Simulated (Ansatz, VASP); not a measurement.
# Al4H6O9 (hydroxylated alpha-Al2O3(0001)): VASP beside Ansatz

Wanted: the spread between two codes on one cell, functional and k mesh. The cell is taken from a series of runs on this material, whose earlier steps may have relaxed, scaled, displaced or heated it; both programs get it as it stands.

Calculated with Ansatz 0.2.0; plane waves, with VASP 6.6.1 beside it; single point at PBE with D3(BJ).

## (1) Set-up

The cell holds 76 atoms: 16 Al, 36 O and 24 H. Its edges and angles: a = 9.580 Å, b = 9.580 Å, c = 22.300 Å, α = 90.0°, β = 90.0°, γ = 120.0°. It derives from Al2O3 (hydroxylated alpha-Al2O3(0001)). As first built, before any earlier steps moved the atoms (in the runner's words): corundum (0001), 2 x 2 cells, three layers of O, the outer two all OH (lattice constants typed as starting values near PBE's), lower atoms held. Vacuum lies along c.

## (2) VASP: single point, PBE with D3(BJ)

A single point gives forces, pressure and levels at one fixed geometry, so differences don't come from the geometry; what else differs is listed under the comparison.

Lines of VASP's logs that name or quote its potential files are left out, and so is its time.

File INCAR:

```
SYSTEM = Al4H6O9
PREC = Accurate
ENCUT = 520
EDIFF = 1E-06
NELM = 120
ISMEAR = -1
SIGMA = 0.025
LREAL = Auto
ALGO = Normal
GGA = PE
IVDW = 12
NBANDS = 200
LORBIT = 11
LWAVE = .FALSE.
LCHARG = .FALSE.
ISIF = 2
LASPH = .TRUE.
GGA_COMPAT = .FALSE.
EFERMI = MIDGAP
NCORE = 2
```

File POSCAR:

```
Al4H6O9
1.0
    9.5800000000      0.0000000000      0.0000000000
   -4.7900000000      8.2965200000      0.0000000000
    0.0000000000      0.0000000000     22.3000000000
Al O H
16 36 24
Direct
    0.0046600000      0.9996700000      0.1450600000
    0.3423300000      0.1748000000      0.2281100000
    0.1724300000      0.3344700000      0.1296000000
    0.1715300000      0.3338900000      0.2441700000
    0.0072000000      0.5040200000      0.1434100000
    0.3361300000      0.6700900000      0.2280600000
    0.1806800000      0.8417700000      0.1301000000
    0.1758700000      0.8396300000      0.2437600000
    0.5093000000      0.0047800000      0.1435100000
    0.8410600000      0.1691900000      0.2288300000
    0.6721900000      0.3389200000      0.1289500000
    0.6765700000      0.3326900000      0.2424200000
    0.5026900000      0.5041700000      0.1444600000
    0.8391900000      0.6700600000      0.2275100000
    0.6754600000      0.8400300000      0.1284000000
    0.6699800000      0.8356700000      0.2429200000
    0.1602700000      0.9971300000      0.0889700000
    0.0068400000      0.1599200000      0.0907500000
    0.3459300000      0.3509900000      0.0885200000
    0.5011100000      0.1783900000      0.2836800000
    0.3347900000      0.3259600000      0.2837000000
    0.1839600000      0.0141200000      0.2824100000
    0.0169000000      0.3356000000      0.1850200000
    0.1736700000      0.1802300000      0.1859900000
    0.3260000000      0.4934500000      0.1861400000
    0.1596300000      0.4936300000      0.0878200000
    0.0216800000      0.6704600000      0.0869200000
    0.3514200000      0.8535900000      0.0894800000
    0.4953800000      0.6735500000      0.2843100000
    0.3329100000      0.8231200000      0.2842200000
    0.1753000000      0.5071000000      0.2804100000
    0.0184500000      0.8369700000      0.1870300000
    0.1708800000      0.6812100000      0.1864300000
    0.3300500000      0.9957500000      0.1864200000
    0.6638400000      0.0001500000      0.0896100000
    0.5103600000      0.1652800000      0.0895900000
    0.8434000000      0.3540000000      0.0865200000
    0.9997000000      0.1746300000      0.2835800000
    0.8370200000      0.3232200000      0.2823000000
    0.6828100000      0.0089800000      0.2831900000
    0.5202100000      0.3391400000      0.1860200000
    0.6743000000      0.1832600000      0.1856700000
    0.8298900000      0.4960100000      0.1844100000
    0.6570700000      0.4980900000      0.0875200000
    0.5079300000      0.6672700000      0.0914000000
    0.8466500000      0.8477700000      0.0892100000
    0.0015200000      0.6849300000      0.2858400000
    0.8208200000      0.8147900000      0.2871900000
    0.6923100000      0.5045400000      0.2861500000
    0.5184500000      0.8374900000      0.1868900000
    0.6698500000      0.6782500000      0.1872700000
    0.8288400000      0.9889700000      0.1876000000
    0.1007200000      0.9521100000      0.0521400000
    0.0272200000      0.1362200000      0.0506200000
    0.3456300000      0.2483400000      0.0878900000
    0.4881000000      0.2256500000      0.3202600000
    0.4318600000      0.4327200000      0.2849700000
    0.2269400000      0.0368600000      0.3227200000
    0.1122600000      0.4521700000      0.0489000000
    0.0738300000      0.6651600000      0.0504100000
    0.3578200000      0.7547600000      0.0872000000
    0.4727100000      0.7126800000      0.3210900000
    0.4360400000      0.9249700000      0.2850000000
    0.1926400000      0.5257600000      0.3230300000
    0.7692300000      0.0985400000      0.0872600000
    0.5290700000      0.1315200000      0.0508900000
    0.8534500000      0.4100800000      0.0491900000
    0.0070900000      0.0765600000      0.2861000000
    0.9430900000      0.4215400000      0.2823700000
    0.7393300000      0.0422900000      0.3212200000
    0.5922200000      0.4557300000      0.0515200000
    0.5164100000      0.6479300000      0.0493900000
    0.8409700000      0.7428200000      0.0878000000
    0.9887300000      0.7433500000      0.3190100000
    0.7568100000      0.7379600000      0.3182700000
    0.7631900000      0.5118800000      0.3187700000
```

File KPOINTS:

```
Automatic mesh
0
Gamma
1 1 1
0 0 0
```

PAW data sets: Al, O and H (PBE family, release 64).

Started as:

```bash
> mpirun -np 8 vasp_gam
```

Numbers of over 12 decimals in the logs are rounded to 6 here.

What it wrote:

```text
[banner, memory and clock lines left out]
running    8 mpi-ranks, on    1 nodes
[...]
LDA part: xc-table for (Slater+PW92), standard interpolation
 POSCAR, INCAR and KPOINTS ok, starting setup
[...]
entering main loop
       N       E                     dE             d eps       ncg     rms          rms(c)
DAV:   1     0.269681661595E+04    0.26968E+04   -0.14683E+05   440   0.125E+03
DAV:   2    -0.140992446167E+03   -0.28378E+04   -0.27159E+04   504   0.316E+02
DAV:   3    -0.518574476649E+03   -0.37758E+03   -0.37569E+03   488   0.120E+02
DAV:   4    -0.527783721294E+03   -0.92092E+01   -0.91803E+01   480   0.216E+01
[...]
DAV:  25    -0.471306115872E+03   -0.17795E-04   -0.21761E-07   288   0.115E-03    0.619E-04
DAV:  26    -0.471306119785E+03   -0.39125E-05   -0.68231E-08   304   0.699E-04    0.497E-04
DAV:  27    -0.471306120550E+03   -0.76544E-06   -0.34622E-08   304   0.644E-04
   1 F= -.47974206E+03 E0= -.47974206E+03  d E =0.000000E+00
```

OUTCAR, selected parts (step 2):

```text
  FREE ENERGIE OF THE ION-ELECTRON SYSTEM (eV)
  ---------------------------------------------------
  free  energy   TOTEN  =      -479.7420648789 eV

  energy  without entropy=     -479.7420648789  energy(sigma->0) =     -479.74206488
```

## (3) Ansatz: single point, PBE with D3(BJ)

Ansatz runs on its default PAW (the set named soft_2) files.

The same cell, functional, mesh and smearing now go to Ansatz, which takes its cutoff from its data sets.

File input.yaml:

```yaml
crystal:
  lattice:
    - [9.58, 0.0, 0.0]
    - [-4.79, 8.29652, 0.0]
    - [0.0, 0.0, 22.3]
  atoms:
    - { symbol: Al, position: [0.00466, 0.99967, 0.14506] }
    - { symbol: Al, position: [0.34233, 0.1748, 0.22811] }
    - { symbol: Al, position: [0.17243, 0.33447, 0.1296] }
    - { symbol: Al, position: [0.17153, 0.33389, 0.24417] }
    - { symbol: O, position: [0.16027, 0.99713, 0.08897] }
    - { symbol: O, position: [0.00684, 0.15992, 0.09075] }
    - { symbol: O, position: [0.34593, 0.35099, 0.08852] }
    - { symbol: O, position: [0.50111, 0.17839, 0.28368] }
    - { symbol: O, position: [0.33479, 0.32596, 0.2837] }
    - { symbol: O, position: [0.18396, 0.01412, 0.28241] }
    - { symbol: O, position: [0.0169, 0.3356, 0.18502] }
    - { symbol: O, position: [0.17367, 0.18023, 0.18599] }
    - { symbol: O, position: [0.326, 0.49345, 0.18614] }
    - { symbol: Al, position: [0.0072, 0.50402, 0.14341] }
    - { symbol: Al, position: [0.33613, 0.67009, 0.22806] }
    - { symbol: Al, position: [0.18068, 0.84177, 0.1301] }
    - { symbol: Al, position: [0.17587, 0.83963, 0.24376] }
    - { symbol: O, position: [0.15963, 0.49363, 0.08782] }
    - { symbol: O, position: [0.02168, 0.67046, 0.08692] }
    - { symbol: O, position: [0.35142, 0.85359, 0.08948] }
    - { symbol: O, position: [0.49538, 0.67355, 0.28431] }
    - { symbol: O, position: [0.33291, 0.82312, 0.28422] }
    - { symbol: O, position: [0.1753, 0.5071, 0.28041] }
    - { symbol: O, position: [0.01845, 0.83697, 0.18703] }
    - { symbol: O, position: [0.17088, 0.68121, 0.18643] }
    - { symbol: O, position: [0.33005, 0.99575, 0.18642] }
    - { symbol: Al, position: [0.5093, 0.00478, 0.14351] }
    - { symbol: Al, position: [0.84106, 0.16919, 0.22883] }
    - { symbol: Al, position: [0.67219, 0.33892, 0.12895] }
    - { symbol: Al, position: [0.67657, 0.33269, 0.24242] }
    - { symbol: O, position: [0.66384, 0.00015, 0.08961] }
    - { symbol: O, position: [0.51036, 0.16528, 0.08959] }
    - { symbol: O, position: [0.8434, 0.354, 0.08652] }
    - { symbol: O, position: [0.9997, 0.17463, 0.28358] }
    - { symbol: O, position: [0.83702, 0.32322, 0.2823] }
    - { symbol: O, position: [0.68281, 0.00898, 0.28319] }
    - { symbol: O, position: [0.52021, 0.33914, 0.18602] }
    - { symbol: O, position: [0.6743, 0.18326, 0.18567] }
    - { symbol: O, position: [0.82989, 0.49601, 0.18441] }
    - { symbol: Al, position: [0.50269, 0.50417, 0.14446] }
    - { symbol: Al, position: [0.83919, 0.67006, 0.22751] }
    - { symbol: Al, position: [0.67546, 0.84003, 0.1284] }
    - { symbol: Al, position: [0.66998, 0.83567, 0.24292] }
    - { symbol: O, position: [0.65707, 0.49809, 0.08752] }
    - { symbol: O, position: [0.50793, 0.66727, 0.0914] }
    - { symbol: O, position: [0.84665, 0.84777, 0.08921] }
    - { symbol: O, position: [0.00152, 0.68493, 0.28584] }
    - { symbol: O, position: [0.82082, 0.81479, 0.28719] }
    - { symbol: O, position: [0.69231, 0.50454, 0.28615] }
    - { symbol: O, position: [0.51845, 0.83749, 0.18689] }
    - { symbol: O, position: [0.66985, 0.67825, 0.18727] }
    - { symbol: O, position: [0.82884, 0.98897, 0.1876] }
    - { symbol: H, position: [0.10072, 0.95211, 0.05214] }
    - { symbol: H, position: [0.02722, 0.13622, 0.05062] }
    - { symbol: H, position: [0.34563, 0.24834, 0.08789] }
    - { symbol: H, position: [0.4881, 0.22565, 0.32026] }
    - { symbol: H, position: [0.43186, 0.43272, 0.28497] }
    - { symbol: H, position: [0.22694, 0.03686, 0.32272] }
    - { symbol: H, position: [0.11226, 0.45217, 0.0489] }
    - { symbol: H, position: [0.07383, 0.66516, 0.05041] }
    - { symbol: H, position: [0.35782, 0.75476, 0.0872] }
    - { symbol: H, position: [0.47271, 0.71268, 0.32109] }
    - { symbol: H, position: [0.43604, 0.92497, 0.285] }
    - { symbol: H, position: [0.19264, 0.52576, 0.32303] }
    - { symbol: H, position: [0.76923, 0.09854, 0.08726] }
    - { symbol: H, position: [0.52907, 0.13152, 0.05089] }
    - { symbol: H, position: [0.85345, 0.41008, 0.04919] }
    - { symbol: H, position: [0.00709, 0.07656, 0.2861] }
    - { symbol: H, position: [0.94309, 0.42154, 0.28237] }
    - { symbol: H, position: [0.73933, 0.04229, 0.32122] }
    - { symbol: H, position: [0.59222, 0.45573, 0.05152] }
    - { symbol: H, position: [0.51641, 0.64793, 0.04939] }
    - { symbol: H, position: [0.84097, 0.74282, 0.0878] }
    - { symbol: H, position: [0.98873, 0.74335, 0.31901] }
    - { symbol: H, position: [0.75681, 0.73796, 0.31827] }
    - { symbol: H, position: [0.76319, 0.51188, 0.31877] }
kpoints:
  mp_grid: { grid: [1, 1, 1] }
hamiltonian:
  xc: pbe
  dispersion: d3bj
scf:
  occupations: { method: fermi_dirac, width: 0.025 }
output:
  forces: true
```

Started as:

```bash
> ansatz run input.yaml --threads 4 --pin off --max-ram 8192MiB --backend cpu --events-out ev --progress --plain --runs-dir out
```

What it wrote:

```text
Engine: ansatz 0.2.0, aarch64-unknown-linux-gnu
Pseudopotentials: kind: paw
Pseudopotential: Al, paw, valence charge 3, recommended cutoff 420 eV (normal), Al.paw.azcp
Pseudopotential: O, paw, valence charge 6, recommended cutoff 420 eV (normal), O.paw.azcp
Pseudopotential: H, paw, valence charge 1, recommended cutoff 420 eV (normal), H.paw.azcp
Functional definition: PBE
  parameter kappa = 0.804
  parameter beta = 0.066725
  exchange = pbe_x(kappa = kappa, mu = beta*pi^2/3)
  correlation = pbe_c(beta = beta)
Crystal: 76 atoms, lattice volume = 1772.419 Å³
Basis set: ecut = 420 eV, 34605 PW (Γ), exchange–correlation on 144×144×300 points (8 copies of the dense FFT grid, shifted against one another)
Bands: 220, of which v1, the nominal top of the filled ones, is band 144 counted from 1 (143 counted from 0)
Symmetry: 1 space group operations
Space group: P1 (ITA 1), of the structure as read, at distance tolerance 1.2e-4 Å
k-points: 1
Non-local potential: Al, projectors of the file, l = 0: 2, l = 1: 2, l = 2: 1
Non-local potential: O, projectors of the file, l = 0: 2, l = 1: 2, l = 2: 1
Non-local potential: H, projectors of the file, l = 0: 2, l = 1: 1
PAW form: soft (Blöchl's): semilocal exchange-correlation on the pseudo side does not see the compensation charge
PAW one-centre angular grid: Al, 110 points (default); XC on 64 Gauss nodes
PAW one-centre angular grid: O, 110 points (default); XC on 64 Gauss nodes
PAW one-centre angular grid: H, 110 points (default); XC on 64 Gauss nodes
Initial density: superposition of atomic densities (neutral atoms: chi_scale 0, normalization atom), corrected by the library's trained network
Initial wavefunctions: pseudopotential atomic-orbital guess
Functional: x = pbe(κ = 0.804, μ = 0.219515), c = pbe(β = 0.066725)
SCF iter   1: F=—  HF=-29478.682093 eV  |F-HF|=—  |Δ(HF+E_count)|=         —  Δρ=1.73e-3  dr2=7.15e-2  ethr=1.77e-3  ⟨swp⟩=7.0  Hψ=1097  notcnv=0  defer=53
preconditioner: auto → Resta (q_TF=auto, 2.015 Å⁻¹)  ε∞=1.9  [insulator: Δε(μ)=4.278 eV  Ē_g=15.494 eV  σ=0.025 eV  W_gap=1.00  n_scr=224 (ndim 8)  ℏωp=15.0 eV  f_vac=0.655  D(μ)=0.00/eV (n_scr^D=0)  ε∞_Penn≈1.9  vacuum switching on, ρ_ref=1.7e-2 e/Å³]
SCF iter   2: F=—  HF=-29478.665216 eV  |F-HF|=—  |Δ(HF+E_count)|=   1.69e-2  Δρ=8.57e-4  dr2=8.09e-3  ethr=2.48e-5  ⟨swp⟩=3.0  Hψ=354  notcnv=0  defer=72
SCF iter   3: F=—  HF=-29478.667381 eV  |F-HF|=—  |Δ(HF+E_count)|=   2.17e-3  Δρ=3.68e-4  dr2=1.72e-3  ethr=2.81e-6  ⟨swp⟩=3.0  Hψ=296  notcnv=0  defer=18
automatic band count: iteration 3 solves 166 bands in place of 220: the levels show a gap, and the empty bands left out lie too high to hold charge; the band table lists the bands solved (type scf.n_extra_bands for more)
SCF iter   4: F=—  HF=-29478.667754 eV  |F-HF|=—  |Δ(HF+E_count)|=   3.73e-4  Δρ=1.27e-4  dr2=1.77e-4  ethr=5.99e-7  ⟨swp⟩=3.0  Hψ=287  notcnv=0  defer=18
SCF iter   5: F=—  HF=-29478.667879 eV  |F-HF|=—  |Δ(HF+E_count)|=   1.24e-4  Δρ=2.83e-5  dr2=9.75e-6  ethr=6.14e-8  ⟨swp⟩=3.0  Hψ=296  notcnv=0  defer=18
SCF iter   6: F=—  HF=-29478.667669 eV  |F-HF|=—  |Δ(HF+E_count)|=   2.09e-4  Δρ=1.36e-5  dr2=2.20e-6  ethr=3.39e-9  ⟨swp⟩=2.0  Hψ=310  notcnv=0  defer=18
SCF iter   7: F=—  HF=-29478.667670 eV  |F-HF|=—  |Δ(HF+E_count)|=   6.63e-7  Δρ=3.47e-6  dr2=1.15e-7  ethr=7.65e-10  ⟨swp⟩=2.0  Hψ=279  notcnv=0  defer=18
SCF iter   8: F=-29478.667671 eV  HF=-29478.667671 eV  |F-HF|=2.82e-9  |Δ(HF+E_count)|=   7.93e-7  Δρ=9.88e-7  dr2=1.10e-8  ethr=3.47e-11  ⟨swp⟩=5.0  Hψ=590  notcnv=0
SCF 1 converged in 8 iterations: F = -29478.667671 eV  dr2 = 1.10e-8
  greatest PAW one-centre occupation: 0.866 electrons in one spin orbital (limit 2), on the O atom at site 47 (counted from 0), in its partial waves of l = 0
SCF converged after 8 iterations
Free energy (F): -29478.667671 eV
Harris-Foulkes:  -29478.667671 eV  (|F-HF|=2.82e-9)
Internal energy: -29478.667671 eV  (E = F + TS)
E sigma→0 (E₀):  -29478.667671 eV
Fermi energy:    -0.119082 eV
--- Per-component energies (eV) ---
  E_band       = -2582.358529
  E_kinetic    = 7179.742276
  E_local      = -193257.781700  (includes V_loc(G=0)·N_el)
  E_nonlocal   = 1919.963036
  E_hartree    = 93575.682416
  E_xc         = -3547.816243
  E_vxc        = -4185.638139  (∫ρ·V_xc dr)
  E_paw        = -13207.167444  (= ΣΔE_a)
  E_vpaw       = -1390.074526  (= ΣTr[D̂ρ^β])
  E_aug_tail   = 0.061790  (compensation charges beyond the density's cutoff)
  E_ewald      = 77867.084740
  E_disp       = -8.436542  (pairwise vdW)
  E_smearing   = -0.000000  (= −TS)
  E_closure    = -0.000000  (closes the sum)
  Σ components = -29478.667671   (vs F -29478.667671, Δ=0.00e0)
--- Forces (eV/Å), atoms counted from 1 ---
  atom   1  Al     0.08636794     0.10931892    -0.12781301
  atom   2  Al     0.00390630    -0.03466768     0.10348998
  atom   3  Al     0.02129628    -0.01722486    -0.15050683
  atom   4  Al     0.06529585     0.01452645     0.19006419
  atom   5  O      0.07904300     0.04894583     0.01893889
  atom   6  O     -0.02866288     0.05576179    -0.05417798
  atom   7  O     -0.01677619    -0.07079526    -0.00085080
  atom   8  O      0.05079653    -0.07265498     0.01565521
  atom   9  O     -0.00426406     0.07299212    -0.04691047
  atom  10  O     -0.00453117    -0.08212281     0.03295563
  atom  11  O     -0.05379363    -0.00199702    -0.03138861
  atom  12  O     -0.06554560     0.02742922    -0.00622702
  atom  13  O     -0.01724543    -0.06678419     0.01630761
  atom  14  Al    -0.04461073     0.00291361    -0.08396703
  atom  15  Al     0.08919851    -0.01057658     0.13873341
  atom  16  Al    -0.04987736    -0.03640902    -0.26058805
  atom  17  Al    -0.07418384    -0.01863364     0.21687708
  atom  18  O      0.00896200     0.09040616    -0.03457716
  atom  19  O     -0.06009562    -0.02751139    -0.00593106
  atom  20  O     -0.03106911    -0.05192762     0.02653237
  atom  21  O      0.06245462     0.00354489     0.00286292
  atom  22  O     -0.00722841     0.05958150    -0.03997693
  atom  23  O     -0.05795952     0.00986145     0.03295959
  atom  24  O     -0.00644002    -0.03757819     0.00466538
[...]
atom  69  H     -0.02741647    -0.05067182     0.04642895
  atom  70  H     -0.00808188    -0.03057293    -0.14378226
  atom  71  H      0.01381241     0.00684184     0.15574604
  atom  72  H      0.04114802     0.03270709     0.14359641
  atom  73  H     -0.06738272     0.05012864    -0.01943248
  atom  74  H      0.05194150    -0.01220843    -0.11661986
  atom  75  H     -0.02280984     0.06740745    -0.12737775
  atom  76  H     -0.07265881    -0.01354049    -0.11332958
  max |Σ_I F_I| component: 1.13e-4 eV/Å
```

## (4) Side by side

Known differences besides the potentials themselves: the cutoff is 420 eV in Ansatz and 520 eV in VASP (PREC = Accurate, projectors in real space). Total energies have different zeros and are not compared.

Compared:

| quantity | Ansatz | VASP | difference |
| --- | --- | --- | --- |
| gap on the k mesh (eV) | 4.327 | 4.311 | +0.016 |

Forces on 10 of the 76 atoms, those with the largest forces and the largest differences (eV/Å; atoms numbered as in POSCAR):

| atom | Ansatz x, y, z | VASP x, y, z |
| --- | --- | --- |
| Al1 | 0.086, 0.109, -0.128 | 0.078, 0.123, -0.119 |
| Al4 | 0.065, 0.015, 0.190 | 0.047, 0.025, 0.198 |
| Al7 | -0.050, -0.036, -0.261 | -0.051, -0.016, -0.248 |
| Al8 | -0.074, -0.019, 0.217 | -0.076, -0.033, 0.212 |
| Al11 | -0.102, 0.058, -0.173 | -0.103, 0.050, -0.155 |
| Al12 | -0.132, 0.157, 0.213 | -0.134, 0.130, 0.207 |
| H60 | -0.012, 0.019, 0.123 | 0.043, 0.011, 0.008 |
| H67 | -0.044, 0.019, 0.196 | -0.055, 0.068, 0.081 |
| H74 | 0.052, -0.012, -0.117 | 0.005, 0.039, -0.010 |
| H76 | -0.073, -0.014, -0.113 | -0.001, -0.004, -0.009 |

The forces differ by 49 meV/Å r.m.s., which is 73.2 % of the r.m.s. force of 0.067 eV/Å (both taken over all components). A gap on the mesh is an upper bound, since the band edges may lie between its points. With vacuum in the cell, a pressure given here is an average over mostly empty space and none of the material.

## (5) Summary of results

| Quantity | Value |
| --- | --- |
| r.m.s. force difference (single point, PBE with D3(BJ)) | 49 meV/Å |

**Reading.** The r.m.s. force difference is 49 meV/Å (single point, PBE with D3(BJ)), beyond the 12 meV/Å picked in this series as the mark of a large difference. What causes the difference of the single point, PBE with D3(BJ) pair stays open here. Such differences can come from data sets, numerical settings and the points named under the comparisons, not from the functional's error against experiment.

[Lines on the potential files, build, host, timing and source positions are cut from VASP's logs without a mark.]

[Logs are printed without paths, hosts, clocks, repeated set-up lines and the standing remarks that a program may print on its own settings, such as how far it seeks lower states.]

[Hosts, paths, dates, database ids (printed as entryN), source tags and the programs' standing remarks are cut or masked in the printed files.]
